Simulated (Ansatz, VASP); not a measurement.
# NaI in VASP and in Ansatz

The input INCAR:

```
SYSTEM = NaI
PREC = Accurate
ENCUT = 520
EDIFF = 1E-6
ISMEAR = -1
SIGMA = 0.05
LREAL = .FALSE.
LASPH = .TRUE.
NELM = 150
ALGO = Normal
ISIF = 2
LWAVE = .FALSE.
LCHARG = .FALSE.
MAGMOM = 0 0 0 0 0 0
LORBIT = 11
LSORBIT = .TRUE.
GGA_COMPAT = .FALSE.
LORBMOM = .TRUE.
GGA = PS
NBANDS = 26
```

The input KPOINTS:

```
regular mesh
0
G
  7 7 7
  0 0 0
```

The input POSCAR:

```
NaI
1.0
    0.0000000000      3.2364000000      3.2364000000
    3.2364000000      0.0000000000      3.2364000000
    3.2364000000      3.2364000000      0.0000000000
I Na
1 1
Direct
    0.5000000000      0.5000000000      0.5000000000
    0.0000000000      0.0000000000      0.0000000000
```

input.yaml

```yaml
crystal:
  lattice:
    - [0.0, 3.2364, 3.2364]
    - [3.2364, 0.0, 3.2364]
    - [3.2364, 3.2364, 0.0]
  atoms:
    - { symbol: I, position: [0.5, 0.5, 0.5] }
    - { symbol: Na, position: [0.0, 0.0, 0.0] }
hamiltonian:
  xc: pbesol
  pseudopotentials: { kind: paw_fr }
magnetization:
  noncollinear: true
  spin_orbit: true
kpoints:
  mp_grid: { grid: [7, 7, 7] }
  band_path:
    path:
      - [[0.0, 0.0, 0.0], [0.5, 0.0, 0.5], [0.5, 0.25, 0.75], [0.375, 0.375, 0.75], [0.0, 0.0, 0.0], [0.5, 0.5, 0.5], [0.625, 0.25, 0.625], [0.5, 0.25, 0.75], [0.5, 0.5, 0.5], [0.375, 0.375, 0.75]]
      - [[0.625, 0.25, 0.625], [0.5, 0.0, 0.5]]
    npoints: 14
scf:
  occupations: { method: fermi_dirac, width: 0.05 }
  n_extra_bands: 6
output:
  forces: true
  stress: true
  eigenvalues: true
  fatbands: false
```

Alike in both runs: functional PBEsol; k mesh 7 × 7 × 7; occupations fermi-dirac, width 0.05 eV; non-collinear spin, spin-orbit coupling.

```csv
,VASP,Ansatz
version,VASP 6.6.1,Ansatz 0.2.0
potentials or method,"VASP PAW PBE potentials, release 64 (I, Na_pv)",Ansatz PAW
plane-wave cutoff (eV),520,420
valence electrons in the cell,14,26
task,single point,band structure
```

```csv
,VASP,Ansatz,Ansatz less VASP
gap on the k mesh at the Fermi level (eV),3.17,3.17,0.000
least direct gap on the mesh (eV),3.17,3.17,0.000
pressure (GPa),-0.4,-0.5,-0.04
net moment per atom (μB),0.00,0.00,0.000
```

The two sets of potentials don't hold the same shells in valence.

Caveats: the PAW data sets were made with another functional, which shifts forces and pressure a little (VASP); the PAW data sets come from PBE, with cores solved anew for the run's functional, which leaves a small shift of forces and pressure (Ansatz).
